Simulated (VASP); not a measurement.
Ca: single point with BLYP

Ca:

```
Ca
1.0
     3.81187    0.00000    0.00000
    -1.90594    3.30118    0.00000
     0.00000    0.00000   12.49169
Ca
4
Direct
  0.00000 0.00000 0.00000
  0.00000 0.00000 0.50000
  0.33333 0.66667 0.25000
  0.66667 0.33333 0.75000
```

This isn't the form of Ca at room conditions, which is fcc.

```
Program             : VASP 6.6.1
Task                : single point
Functional          : BLYP
Potentials or basis : VASP PAW PBE potentials, release 64 (Ca_sv)
Cutoff              : 520 eV
k mesh              : 11 × 11 × 3
Occupations         : fermi-dirac, width 0.1 eV
Spin                : no spin polarisation
```

The pressure is 1.6 GPa. The band gap on the k mesh is none (metal or under the smearing width).

Levels at points of the mesh, in eV from the Fermi level:
```csv
k point,band 16,band 17,band 18,band 19,band 20,band 21,band 22,band 23,band 24,band 25
"(0.00, 0.00, 0.00)",-22.89,-4.12,-3.04,-3.04,-1.07,-0.03,1.34,1.35,2.12,2.14
```

Run time: 4.2 min on 1 thread of Intel(R) Xeon(R) Platinum 8488C (Sapphire Rapids), with other jobs on the host, peak memory 0.31 GiB.

Caveat: the PAW data sets were made with another functional, which shifts forces and pressure a little.
